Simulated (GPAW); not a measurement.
# Pb (Fd-3m) in GPAW: single point with PBE

Aim: the single point of Pb with PBE.

Everything below comes from runs of GPAW 26.7.0. Logs are shortened: lines on timing, memory, paths and dates and some standing lists are left out, and cuts for length are marked. The log counts tension as positive stress, the text compression.

**1. The structure**

The structure is cubic, space group Fd-3m (No. 227). The conventional cell has a = 6.878 Å, b = 6.878 Å, c = 6.878 Å, α = 90.00°, β = 90.00°, γ = 90.00°. Around Pb (site symmetry -43m) lie 4 Pb at 2.98 Å.

This isn't the form of Pb at room conditions, which is fcc.

**2. Single point, PBE**

Pb.xyz

```xyz
2
Lattice="0.0000000000 3.4390000555 3.4390000555 3.4390000555 0.0000000000 3.4390000555 3.4390000555 3.4390000555 0.0000000000" Properties=species:S:1:pos:R:3 pbc="T T T"
Pb     1.7195000278      1.7195000278      1.7195000278
Pb     0.0000000000      0.0000000000      0.0000000000
```

Potentials or basis: GPAW PAW data sets (gpaw-data 1.2.1), pw.

The run is started by

```console
$ OMP_NUM_THREADS=1 gpaw run Pb.xyz -p 'mode=PW(600),xc=PBE,kpts={size:(7,7,7),gamma:True},occupations={name:fermi-dirac,width:0.05},nbands=24,convergence={density:1e-05,energy:1e-05},maxiter=150,txt=gpaw.txt' --properties efs -w gs.gpw
```

What it wrote:

```text
__  _  _
 | _ |_)|_||  |
 |__||  | ||/\| - 26.7.0

Input parameters:
  mode=PW(ecut=600.0),
  convergence={'density': 1e-05, 'energy': 1e-05},
  kpts=MonkhorstPack(size=[7, 7, 7], gamma=True),
  maxiter=150,
  nbands=24,
  occupations=Occupations(name='fermi-dirac', width=0.05),
  xc=XC(name='PBE')

Diagonalizing LCAO Hamiltonian
Converting LCAO to pw mode

             Pb

       Pb

Atoms  # Å, Bohr magnetons
|   | symbol |        x |        y |        z |    initial magnetic moments |
|---|--------|----------|----------|----------|-----------------------------|
| 0 |     Pb | 1.719500 | 1.719500 | 1.719500 | ( 0.0000,  0.0000,  0.0000) |
| 1 |     Pb | 0.000000 | 0.000000 | 0.000000 | ( 0.0000,  0.0000,  0.0000) |

Unit cell  # Å
| periodic |        x |        y |        z |  lengths |    angles |
|----------|----------|----------|----------|----------|-----------|
|      yes | 0.000000 | 3.439000 | 3.439000 | 4.863481 | 60.000000 |
|      yes | 3.439000 | 0.000000 | 3.439000 | 4.863481 | 60.000000 |
|      yes | 3.439000 | 3.439000 | 0.000000 | 4.863481 | 60.000000 |

Number of symmetries: 24
Symmetry operations  # r_c * U_cc + t_c -> r_c
|    | kind |            matrix            |
|----|------|------------------------------|
|  0 |  E   |  1, 0, 0,  0, 1, 0,  0, 0, 1 |
|  1 |  σ   |  1, 0, 0,  0, 0, 1,  0, 1, 0 |
|  2 |  σ   |  1, 0,-1,  0, 1,-1,  0, 0,-1 |
|  3 |  C3  |  1, 0,-1,  0, 0,-1,  0, 1,-1 |
|  4 |  C3  |  1,-1, 0,  0,-1, 1,  0,-1, 0 |
|  5 |  σ   |  1,-1, 0,  0,-1, 0,  0,-1, 1 |
|  6 |  σ   |  0, 1, 0,  1, 0, 0,  0, 0, 1 |
|  7 |  C3  |  0, 1, 0,  0, 0, 1,  1, 0, 0 |
|  8 |  C2  |  0, 1,-1,  1, 0,-1,  0, 0,-1 |
|  9 |  S4  |  0, 1,-1,  0, 0,-1,  1, 0,-1 |
| 10 |  C3  |  0, 0, 1,  1, 0, 0,  0, 1, 0 |
| 11 |  σ   |  0, 0, 1,  0, 1, 0,  1, 0, 0 |
| 12 |  S4  |  0, 0,-1,  1, 0,-1,  0, 1,-1 |
| 13 |  C3  |  0, 0,-1,  0, 1,-1,  1, 0,-1 |
| 14 |  S4  |  0,-1, 1,  1,-1, 0,  0,-1, 0 |
| 15 |  C2  |  0,-1, 1,  0,-1, 0,  1,-1, 0 |
| 16 |  C3  |  0,-1, 0,  1,-1, 0,  0,-1, 1 |
| 17 |  S4  |  0,-1, 0,  0,-1, 1,  1,-1, 0 |
| 18 |  S4  | -1, 1, 0, -1, 0, 1, -1, 0, 0 |
| 19 |  C3  | -1, 1, 0, -1, 0, 0, -1, 0, 1 |
| 20 |  C3  | -1, 0, 1, -1, 1, 0, -1, 0, 0 |
| 21 |  S4  | -1, 0, 1, -1, 0, 0, -1, 1, 0 |
| 22 |  σ   | -1, 0, 0, -1, 1, 0, -1, 0, 1 |
| 23 |  C2  | -1, 0, 0, -1, 0, 1, -1, 1, 0 |

BZ-sampling:
  Number of BZ points: 343
  Number of IBZ points: 20

  Monkhorst-Pack size: [7, 7, 7]
  Monkhorst-Pack shift: [0, 0, 0]

K-points  # in reciprocal-cell coordinates
|     |                                coordinates |     weight |
|-----|--------------------------------------------|------------|
|   0 | (  0.00000000,   0.00000000,   0.00000000) | 0.00291545 |
|   1 | (  0.14285714,   0.14285714,   0.00000000) | 0.01749271 |
|   2 | (  0.14285714,   0.14285714,   0.14285714) | 0.02332362 |
|   3 | (  0.28571429,   0.14285714,   0.14285714) | 0.03498542 |
|   4 | (  0.28571429,   0.28571429,   0.00000000) | 0.01749271 |
|   5 | (  0.28571429,   0.28571429,   0.14285714) | 0.06997085 |
|   6 | (  0.28571429,   0.28571429,   0.28571429) | 0.02332362 |
|   7 | (  0.42857143,  -0.28571429,  -0.28571429) | 0.03498542 |
|   8 | (  0.42857143,   0.28571429,  -0.42857143) | 0.13994169 |
|   9 | (  0.42857143,   0.28571429,  -0.28571429) | 0.06997085 |
| ... |                                            |            |
|  19 | (  0.42857143,   0.42857143,   0.42857143) | 0.02332362 |

Plane wave coefficients: 2734
Cutoff: 600.0 eV

Spin-components: 1 (collinear spins)
Bands:           24
Projectors:      12
Spin-degeneracy: 2
Datatype:        complex128

Parallelization:
  kpt:    1
  domain: 1
  band:   1

Density:
  Valence electrons: 28.0
  Components: 1
  Grid points: [28 28 28]
  Charge: 0.0  # |e|

Potential:
  Grid points: [28 28 28]

species:
  Pb:
    name:    Lead
    Z:       82.0
    valence: 14
    core:    68
    charge:  0.0  # [|e|]
    compensation charges:
      type: gauss
      rc: 0.38  # [Å]
      lmax: 2
    cutoffs:
      filter: 2.36  # [Å]
      core: 2.43  # [Å]
    projectors
    | kind |    occ | energy [eV] | rcut [Å] |
    |------|--------|-------------|----------|
    |   6s |  2.000 |     -11.969 |    1.259 |
    |   6p |  2.000 |      -3.506 |    1.275 |
    |   5d | 10.000 |     -21.211 |    1.217 |
    |    s |        |      15.243 |    1.259 |
    |    p |        |      23.705 |    1.275 |
    |    d |        |       6.001 |    1.217 |

    Using partial waves for Pb as LCAO basis

Reference energy: -1134548.926728  # eV

eigensolver:
  PPCG
  Converge bands: occupied
  niter=2

density mixing:
  MSR1-Mixer
  Pratt-step length: 0.05
  Maximum mixing coefficient: 0.75
  Old densities: 10
  SVD Regularization: 0.005
  Good broyden scale: 1.0
  Trust region scale: 1.0
  Backstep threshold: 4.0
  History deletion threshold: 6.0
  Fourier metric: weight=20.0, sigma=0.015

occupation numbers:
  Fermi-Dirac:
    width: 0.0500  # eV

poisson solver:
  ecut: 4800.0  # eV

xc functional:
  name: PBE with 2 nearest neighbor stencil

convergence criteria:
- Maximum integral of absolute [dens]ity change: 1e-05 electrons / valence electron
- Maximum [total energy] change in last 3 cyles: 1e-05 eV / valence electron
- Maximum integral of absolute [eigenst]ate change: 4e-08 eV^2 / valence electron
maximum number of iterations: 150

SCF iterations
|iter     | |      energy | eigst |  dens |
|---------|-|-------------|-------|-------|
|iter:   1| |   -7.116103 | +0.02 |       |
|iter:   2| |   -7.124887 | -1.86 | -1.55 |
|iter:   3| |   -7.110448 | -2.35 | -1.58 |
|iter:   4| |   -7.115874 | -3.02 | -2.00 |
|iter:   5| |   -7.117289 | -3.86 | -2.46 |
|iter:   6| |   -7.117315 | -5.33 | -3.51 |
|iter:   7| |   -7.117317c| -6.18 | -4.18 |
|iter:   8| |   -7.117317c| -7.02 | -4.60 |
|iter:   9| |   -7.117317c| -7.65c| -5.27c|

Converged in 9 steps
Energy contributions relative to reference atoms: (reference = -1134548.926728)

Energy contributions:
  Kinetic:          16.703940
  Coulomb:         -16.294100
  Zero:              0.053674
  External:          0.000000
  Xc:               -7.577822
  Entropy:          -0.006017
  Spinorbit:         0.000000
  ----------------------------
  Free energy:      -7.120326
  Extrapolated:     -7.117317

dipole moment: (-33.229121, -33.229121, -33.229121)  # |e|*Ang

Fermi level: 4.571
Eigenvalues  # (at kpt = [0.000, 0.000, 0.000])
| band index |      eig [eV] | occ [0-2] |
|------------|---------------|-----------|
|          0 |       -12.603 |     2.000 |
|        ... |               |           |
|          4 |       -12.527 |     2.000 |
|          5 |       -12.096 |     2.000 |
|          6 |       -12.096 |     2.000 |
|          7 |       -12.096 |     2.000 |
|          8 |       -12.072 |     2.000 |
|          9 |       -12.072 |     2.000 |
|         10 |        -6.484 |     2.000 |
|         11 |         0.785 |     2.000 |
|         12 |         4.963 |     0.001 |
|         13 |         4.963 |     0.001 |
|         14 |         4.963 |     0.001 |
|         15 |         6.984 |     0.000 |
|         16 |         6.984 |     0.000 |
|         17 |         6.984 |     0.000 |
|         18 |         8.759 |     0.000 |
|         19 |        12.605 |     0.000 |
|        ... |               |           |
|         23 |        13.029 |     0.000 |

No gap
No difference between direct/indirect transitions

Forces  # eV/Ang
|        x |        y |        z |
|----------|----------|----------|
| -0.00000 | -0.00000 | -0.00000 |  # Pb   0
|  0.00000 |  0.00000 |  0.00000 |  # Pb   1

Stress tensor  # eV/Ang^3
|         x |         y |         z |
|-----------|-----------|-----------|
| -0.012909 | -0.000000 |  0.000000 |
| -0.000000 | -0.012909 |  0.000000 |
|  0.000000 |  0.000000 | -0.012909 |

# Writing to gs.gpw (mode='')
```

It took 26 s on 1 thread of Arm Neoverse V1, shared host; peak memory 0.18 GiB.

What came out:

* Free energy: -7.1203 eV
* Pressure: 2.1 GPa
* Band gap on the k mesh: none (metal or under the smearing width)

Spin-orbit coupling is left out, which matters for the levels of Pb.

**3. For comparison**

An earlier run on the cell as given: functional PBE; potentials or basis GPAW PAW data sets (gpaw-data 1.2.1); cutoff 600 eV; basis pw; k mesh 7 × 7 × 7; occupations fermi-dirac, width 0.05 eV; no spin polarisation.

- Pressure: 2.1 GPa
- Band gap on the k mesh: none (metal or under the smearing width)
